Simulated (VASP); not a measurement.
Input of a VASP 6.6.1 run:

INCAR

```
SYSTEM = AlAs
PREC     = Accurate       ! precision mode
ENCUT    = 520            ! plane-wave cutoff, eV
EDIFF    = 1E-7           ! SCF threshold, eV
ISMEAR   = 0              ! smearing method
SIGMA    = 0.03           ! smearing width, eV
LREAL    = .False.        ! projectors in reciprocal space
LASPH    = .True.         ! aspherical terms in the spheres
NELM     = 80             ! most SCF steps
ALGO     = Normal         ! electronic algorithm
ISIF     = 2              ! what is computed and relaxed
LWAVE    = .False.        ! write WAVECAR
LCHARG   = .False.        ! write CHGCAR
LDIPOL   = .True.       
IDIPOL   = 3            
DIPOL    = 0.5 0.5 0.500
GGA      = PS             ! functional
LVHAR    = .True.       
LVACPOTAV= .True.       
ICORELEVEL= 1            
KPAR     = 4
```

The input KPOINTS:

```
regular mesh
0
Gamma
  7 5 1
  0 0 0
```

Contents of POSCAR:

```
AlAs                                    
1.0
    4.0176166800      0.0000000000      0.0000000000
    0.0000000000      5.6817680000      0.0000000000
    0.0000000000      0.0000000000     27.0528500500
  Al              As            
     7     7
Direct
     0.5000000000000000    0.5633406167966032    0.2955719859801756
     0.0000000000000000    0.9803748962426455    0.3478461823893094
     0.5000000000000000    0.4856333969820977    0.4263457855759988
     0.0000000000000000    0.9833232469059136    0.5000000000000000
     0.5000000000000000    0.4856333969820977    0.5736542144240012
     0.0000000000000000    0.9803748962426455    0.6521538176106905
     0.5000000000000000    0.5633406167966032    0.7044280140198245
     0.0000000000000000    0.7668459093885843    0.2685165717475225
     0.5000000000000000    0.2314454584707760    0.3520335637163703
     0.0000000000000000    0.7386487318995111    0.4246476561157206
     0.5000000000000000    0.2340987335336506    0.5000000000000000
     0.0000000000000000    0.7386487318995111    0.5753523438842795
     0.5000000000000000    0.2314454584707760    0.6479664362836297
     0.0000000000000000    0.7668459093885843    0.7314834282524777
```

Potentials or basis: VASP PAW PBE potentials, release 64 (Al, As).

Run with:

```bash
$ cat potpaw_PBE.64/Al/POTCAR potpaw_PBE.64/As/POTCAR > POTCAR
$ mpirun -np 4 vasp_std > vasp.out
```

(1) Predict the band gap on the k mesh.

(2) Predict the largest force.

Answers

(1) 0.88 eV, indirect (least direct gap 1.45 eV).

(2) 0.014 eV/Å.

Caveat: the PAW data sets were made with another functional, which shifts forces and pressure a little.
